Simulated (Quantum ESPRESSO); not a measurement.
# BeTe (F-43m) in Quantum ESPRESSO: a series of runs, part 2 of 4

Quantum ESPRESSO 7.5. The steps go on from the part before.

## (3) Dielectric tensor, PBE

Input file pw.in:

```
&CONTROL
  calculation = 'scf'
  prefix = 'pwscf'
  outdir = './tmp'
  pseudo_dir = './pseudo'
  tprnfor = .true.
  tstress = .true.
  disk_io = 'low'
/
&SYSTEM
  ibrav = 0
  nat = 2
  ntyp = 2
  ecutwfc = 88
  nbnd = 16
  occupations = 'smearing'
  smearing = 'fd'
  degauss = 0.00367493
/
&ELECTRONS
  conv_thr = 4d-10
  electron_maxstep = 120
  mixing_beta = 0.5
/
ATOMIC_SPECIES
Te   127.6000 Te.upf
Be     9.0122 Be.upf
CELL_PARAMETERS angstrom
   0.0000000000    2.7700000000    2.7700000000
   2.7700000000    0.0000000000    2.7700000000
   2.7700000000    2.7700000000    0.0000000000
ATOMIC_POSITIONS angstrom
Te     4.1550000000    4.1550000000    4.1550000000
Be     0.0000000000    0.0000000000    0.0000000000
K_POINTS automatic
6 6 6 1 1 1
```

Input file scf2.in:

```
&CONTROL
  calculation = 'scf'
  prefix = 'pwscf'
  outdir = './tmp'
  pseudo_dir = './pseudo'
  tprnfor = .true.
  tstress = .true.
  disk_io = 'low'
/
&SYSTEM
  ibrav = 0
  nat = 2
  ntyp = 2
  ecutwfc = 88
  nbnd = 16
  occupations = 'fixed'
/
&ELECTRONS
  conv_thr = 1d-13
  electron_maxstep = 120
  mixing_beta = 0.5
  startingpot = 'file'
  startingwfc = 'file'
/
ATOMIC_SPECIES
Te   127.6000 Te.upf
Be     9.0122 Be.upf
CELL_PARAMETERS angstrom
   0.0000000000    2.7700000000    2.7700000000
   2.7700000000    0.0000000000    2.7700000000
   2.7700000000    2.7700000000    0.0000000000
ATOMIC_POSITIONS angstrom
Te     4.1550000000    4.1550000000    4.1550000000
Be     0.0000000000    0.0000000000    0.0000000000
K_POINTS automatic
6 6 6 1 1 1
```

Input file ph.in:

```
dielectric of BeTe
&INPUTPH
  prefix = 'pwscf'
  outdir = './tmp'
  tr2_ph = 1d-18
  fildyn = 'dyn'
  niter_ph = 90
  alpha_mix(1) = 0.7
  epsil = .true.
  trans = .false.
  zeu = .true.
/
0.0000000000 0.0000000000 0.0000000000
```

Potentials or basis: PseudoDojo 0.4.1 SR PBE standard.

Started as:

```bash
> OMP_NUM_THREADS=1 pw.x -in pw.in > pw.out
> OMP_NUM_THREADS=1 pw.x -in scf2.in > scf2.out
> OMP_NUM_THREADS=1 ph.x -in ph.in > ph.out
```

pw.out:

```text
This program is part of the open-source Quantum ESPRESSO suite
     for quantum simulation of materials; please cite
[... 9 lines left out ...]
     --------------------
     sticks:   dense  smooth     PW     G-vecs:    dense   smooth      PW
     Sum        1333    1333    385                31951    31951    5065

     Using Slab Decomposition

     bravais-lattice index     =            0
     lattice parameter (alat)  =       7.4028  a.u.
     unit-cell volume          =     286.8573 (a.u.)^3
     number of atoms/cell      =            2
     number of atomic types    =            2
     number of electrons       =        20.00
     number of Kohn-Sham states=           16
     kinetic-energy cutoff     =      88.0000  Ry
     charge density cutoff     =     352.0000  Ry
     scf convergence threshold =      4.0E-10
     mixing beta               =       0.5000
     number of iterations used =            8  plain     mixing
     Exchange-correlation= PBE
                           (   1   4   3   4   0   0   0)

     celldm(1)=   7.402759  celldm(2)=   0.000000  celldm(3)=   0.000000
     celldm(4)=   0.000000  celldm(5)=   0.000000  celldm(6)=   0.000000

[... 8 lines left out ...]
               b(3) = (  0.707107  0.707107 -0.707107 )

     PseudoPot. # 1 for Te read from file:
     Te.upf
     Pseudo is Norm-conserving + core correction, Zval = 16.0
     Generated using ONCVPSP code by D. R. Hamann
     Using radial grid of 1294 points,  6 beta functions with:
                l(1) =   0
                l(2) =   0
                l(3) =   1
                l(4) =   1
                l(5) =   2
                l(6) =   2

     PseudoPot. # 2 for Be read from file:
     Be.upf
     Pseudo is Norm-conserving, Zval =  4.0
     Generated using ONCVPSP code by D. R. Hamann
     Using radial grid of 1358 points,  4 beta functions with:
                l(1) =   0
                l(2) =   0
                l(3) =   1
                l(4) =   1

     atomic species   valence    mass     pseudopotential
     Te               16.00   127.60000     Te( 1.00)
     Be                4.00     9.01220     Be( 1.00)

     24 Sym. Ops. (no inversion) found

   Cartesian axes

     site n.     atom                  positions (alat units)
         1        Te     tau(   1) = (   1.0606602   1.0606602   1.0606602  )
         2        Be     tau(   2) = (   0.0000000   0.0000000   0.0000000  )

     number of k points=    28  Fermi-Dirac smearing, width (Ry)=  0.0037
                       cart. coord. in units 2pi/alat
        k(    1) = (   0.0589256   0.0589256   0.0589256), wk =   0.0185185
        k(    2) = (   0.1767767   0.1767767  -0.0589256), wk =   0.0555556
        k(    3) = (   0.2946278   0.2946278  -0.1767767), wk =   0.0555556
        k(    4) = (  -0.2946278  -0.2946278   0.4124790), wk =   0.0555556
        k(    5) = (  -0.1767767  -0.1767767   0.2946278), wk =   0.0555556
        k(    6) = (  -0.0589256  -0.0589256   0.1767767), wk =   0.0555556
[... 20 lines left out ...]
        k(   27) = (   0.2946278   0.2946278   0.2946278), wk =   0.0185185
        k(   28) = (  -0.2946278  -0.2946278   0.8838835), wk =   0.0555556

     Dense  grid:    31951 G-vectors     FFT dimensions: (  45,  45,  45)

     Initial potential from superposition of free atoms

     starting charge      19.9996, renormalised to      20.0000
     Starting wfcs are   11 randomized atomic wfcs +    5 random wfcs

     Self-consistent Calculation

     iteration #  1     ecut=    88.00 Ry     beta= 0.50
     Davidson diagonalization with overlap
     ethr =  1.00E-02,  avg # of iterations =  4.8

     Threshold (ethr) on eigenvalues was too large:
     Diagonalizing with lowered threshold

     Davidson diagonalization with overlap
     ethr =  1.95E-04,  avg # of iterations =  3.2

     total energy              =    -237.67522263 Ry
     estimated scf accuracy    <       0.04013526 Ry

     iteration #  2     ecut=    88.00 Ry     beta= 0.50
     Davidson diagonalization with overlap
     ethr =  2.01E-04,  avg # of iterations =  1.4
[... 36 lines left out ...]
     total energy              =    -237.67787438 Ry
     estimated scf accuracy    <          9.0E-10 Ry

     iteration #  8     ecut=    88.00 Ry     beta= 0.50
     Davidson diagonalization with overlap
     ethr =  4.52E-12,  avg # of iterations =  2.0

     End of self-consistent calculation

          k = 0.0589 0.0589 0.0589 (  3951 PWs)   bands (ev):

   -91.8096 -27.9738 -27.9737 -27.9737 -27.9595 -27.9595  -4.1290   7.7194
     8.3110   8.3110  12.1132  12.2231  12.2231  13.2427  17.2103  18.3208

          k = 0.1768 0.1768-0.0589 (  3988 PWs)   bands (ev):

   -91.8096 -27.9732 -27.9727 -27.9721 -27.9596 -27.9589  -3.7677   5.8273
     7.2465   8.0884  12.3191  12.5825  13.0515  14.9009  16.9755  17.7488

          k = 0.2946 0.2946-0.1768 (  3987 PWs)   bands (ev):

   -91.8096 -27.9718 -27.9710 -27.9709 -27.9589 -27.9584  -3.0457   3.4693
     6.7743   7.4452  12.1041  13.1272  13.2236  16.3280  17.8676  18.3424

          k =-0.2946-0.2946 0.4125 (  3996 PWs)   bands (ev):

   -91.8096 -27.9715 -27.9706 -27.9703 -27.9585 -27.9581  -2.7066   2.6877
     6.8287   7.0678  12.0003  12.9553  13.3646  16.5691  18.8205  20.1471

          k =-0.1768-0.1768 0.2946 (  3986 PWs)   bands (ev):
[... 6 lines left out ...]
   -91.8096 -27.9740 -27.9728 -27.9727 -27.9597 -27.9590  -3.9439   6.7568
     7.7229   7.9354  11.8759  12.6898  13.0625  14.1250  16.8365  17.9159

          k = 0.2946 0.0589 0.0589 (  3985 PWs)   bands (ev):

   -91.8096 -27.9743 -27.9710 -27.9710 -27.9602 -27.9583  -3.5907   5.7057
     6.9972   7.0818  11.4430  13.4702  14.1938  14.2738  17.1673  18.8782

          k = 0.4125 0.1768-0.0589 (  4008 PWs)   bands (ev):

   -91.8096 -27.9737 -27.9697 -27.9691 -27.9603 -27.9577  -2.9922   4.1964
     5.8707   6.6466  11.7977  13.4482  14.1119  15.4674  18.7384  19.5777

          k =-0.1768-0.4125 0.5303 (  4003 PWs)   bands (ev):

   -91.8096 -27.9718 -27.9700 -27.9683 -27.9595 -27.9579  -2.4756   3.0708
     5.3485   6.3885  12.1185  13.5818  15.2941  15.8510  17.7695  20.3748

          k =-0.0589-0.2946 0.4125 (  3996 PWs)   bands (ev):

   -91.8096 -27.9718 -27.9706 -27.9691 -27.9595 -27.9581  -2.7798   3.7020
     5.2929   6.8783  12.6634  13.1908  14.6877  15.4710  17.9659  18.7399

          k = 0.0589-0.1768 0.2946 (  3985 PWs)   bands (ev):

   -91.8096 -27.9733 -27.9711 -27.9710 -27.9598 -27.9584  -3.4347   4.9340
     6.5392   7.5326  12.1942  13.0762  14.0032  14.5484  17.3580  18.6445

          k = 0.5303 0.0589 0.0589 (  4013 PWs)   bands (ev):

   -91.8096 -27.9751 -27.9673 -27.9672 -27.9614 -27.9568  -2.6037   3.7700
     5.6766   5.9214  10.7122  11.7960  16.8387  16.9402  19.8024  21.1089

          k =-0.0589-0.5303 0.6482 (  4008 PWs)   bands (ev):

   -91.8096 -27.9742 -27.9675 -27.9662 -27.9611 -27.9569  -2.2237   3.3404
     4.8796   5.5897  11.2527  12.4450  16.4869  17.5031  19.2421  20.9008

          k = 0.0589-0.4125 0.5303 (  4008 PWs)   bands (ev):

   -91.8096 -27.9719 -27.9695 -27.9673 -27.9598 -27.9579  -2.3212   3.4208
     4.4555   6.1335  11.9008  14.6219  15.4691  16.0287  17.2460  19.3116

          k = 0.1768-0.2946 0.4125 (  3992 PWs)   bands (ev):

   -91.8096 -27.9717 -27.9706 -27.9697 -27.9591 -27.9581  -2.7439   3.0817
     6.1791   6.9394  12.3759  12.8900  14.1167  16.1261  18.2809  19.4190

          k =-0.6482 0.0589 0.0589 (  4006 PWs)   bands (ev):

   -91.8096 -27.9754 -27.9662 -27.9662 -27.9617 -27.9564  -2.2430   3.1938
     5.3822   5.6913  10.5341  11.3967  18.0390  18.0490  20.0920  21.6470

          k =-0.5303 0.1768-0.0589 (  4009 PWs)   bands (ev):

   -91.8096 -27.9740 -27.9683 -27.9673 -27.9608 -27.9571  -2.5350   3.6510
     5.2812   5.9273  11.4529  12.7765  15.2539  16.8808  19.4586  20.4717

          k =-0.4125 0.0589 0.0589 (  4005 PWs)   bands (ev):

   -91.8096 -27.9748 -27.9690 -27.9690 -27.9608 -27.9575  -3.1128   4.6779
     6.2606   6.3682  11.0297  12.5902  15.4168  15.6045  18.5974  20.0458

          k = 0.1768 0.1768 0.1768 (  3984 PWs)   bands (ev):

   -91.8096 -27.9727 -27.9721 -27.9721 -27.9591 -27.9591  -3.6030   4.9502
     7.7091   7.7091  11.8935  12.9685  12.9685  15.7889  17.6709  17.6709

          k = 0.2946 0.2946 0.0589 (  3997 PWs)   bands (ev):
[... 21 lines left out ...]
   -91.8096 -27.9720 -27.9700 -27.9673 -27.9600 -27.9577  -2.4262   3.4909
     4.8272   5.9831  12.8198  13.4034  14.3636  16.7515  17.8102  19.8499

          k =-0.0589-0.2946 0.6482 (  4010 PWs)   bands (ev):

   -91.8096 -27.9721 -27.9696 -27.9662 -27.9604 -27.9575  -2.2041   3.5453
     4.4936   5.3544  12.6486  13.9339  14.6176  15.9394  18.8628  20.8963

          k =-0.7660 0.1768 0.1768 (  4005 PWs)   bands (ev):

   -91.8096 -27.9734 -27.9677 -27.9672 -27.9606 -27.9573  -2.2526   3.4002
     4.4336   6.0742  11.1161  13.8180  16.3994  16.5697  18.2334  19.4667

          k = 0.2946 0.2946 0.2946 (  3975 PWs)   bands (ev):

   -91.8096 -27.9717 -27.9709 -27.9709 -27.9584 -27.9584  -2.8787   2.8995
     7.2820   7.2820  11.6997  13.0625  13.0625  16.4042  19.0964  19.4346

          k =-0.2946-0.2946 0.8839 (  3996 PWs)   bands (ev):

   -91.8096 -27.9714 -27.9702 -27.9695 -27.9588 -27.9583  -2.5859   2.8918
     5.7982   6.8703  12.0204  13.7072  13.9913  16.8311  18.1086  18.9976

     the Fermi energy is     9.4048 ev

!    total energy              =    -237.67787438 Ry
     estimated scf accuracy    <          2.2E-10 Ry
     smearing contrib. (-TS)   =      -0.00000000 Ry
     internal energy E=F+TS    =    -237.67787438 Ry

     The total energy is F=E-TS. E is the sum of the following terms:
     one-electron contribution =    -113.53545282 Ry
     hartree contribution      =      58.95740164 Ry
     xc contribution           =     -54.17446048 Ry
     ewald contribution        =    -128.92536272 Ry

     convergence has been achieved in   8 iterations

     Forces acting on atoms (cartesian axes, Ry/au):

     atom    1 type  1   force =    -0.00000000    0.00000000    0.00000000
     atom    2 type  2   force =     0.00000000   -0.00000000   -0.00000000

     Total force =     0.000000     Total SCF correction =     0.000000

     Computing stress (Cartesian axis) and pressure

          total   stress  (Ry/bohr**3)                   (kbar)     P=       44.52
   0.00030265  -0.00000000  -0.00000000           44.52       -0.00       -0.00
  -0.00000000   0.00030265  -0.00000000           -0.00       44.52       -0.00
  -0.00000000  -0.00000000   0.00030265           -0.00       -0.00       44.52

=------------------------------------------------------------------------------=
   JOB DONE.
=------------------------------------------------------------------------------=
```

Run time: 5 min. Hardware: 1 thread of Arm Neoverse V1, shared host; peak memory 0.09 GiB.

Results:

```yaml
Free_energy: -3233.7722 eV
Pressure: 4.4 GPa
Electronic_dielectric_tensor_diagonal: 7.50
Born_charges_mean_of_the_diagonal: Te -1.21; Be +1.21 e
```

Electronic dielectric tensor:
```
7.50 0.00 0.00
0.00 7.50 0.00
0.00 0.00 7.50
```

Born effective charge tensors (e):
atom 1, Te
```
-1.21  0.00  0.00
 0.00 -1.21  0.00
 0.00  0.00 -1.21
```
atom 2, Be
```
1.21 0.00 0.00
0.00 1.21 0.00
0.00 0.00 1.21
```

Caveat: the cell is more than 3 GPa from zero pressure, which shifts response properties.

(Continued in part 3 of 4.)
